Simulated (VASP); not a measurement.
Crystal: ZrB2.

```
Zr B
1.0
     3.17000    0.00000    0.00000
    -1.58500    2.74530    0.00000
     0.00000    0.00000    3.53300
Zr B
1 2
Direct
  0.00000 0.00000 0.00000
  0.66667 0.33333 0.50000
  0.33333 0.66667 0.50000
```

Program: VASP 6.6.1. Alike in all runs: no spin polarisation; cell as given; k mesh 10 × 10 × 8; cutoff (eV) 520. Hardware: 1 thread of Intel(R) Xeon(R) 6975P-C (Granite Rapids), on a shared host.

**Question.** Order these runs on this cell by their wall time, lowest first.
A. task single point; level LDA; potentials or basis VASP PAW LDA potentials, release 64 (Zr_sv, B); smearing gaussian 0.1 eV; further INCAR settings ALGO = Normal; EDIFF = 1e-06
B. task single point; level PBEsol; potentials or basis VASP PAW PBE potentials, release 64 (Zr_sv, B); smearing gaussian 0.02 eV; further INCAR settings ALGO = Fast; EDIFF = 1e-06
C. task electrostatic potential; level r2SCAN+rVV10; potentials or basis VASP PAW PBE potentials, release 64 (Zr_sv, B); smearing tetrahedron; further INCAR settings ALGO = Normal; EDIFF = 1e-06

**Answer.** A (9.6 s), B (22 s), C (82 s).
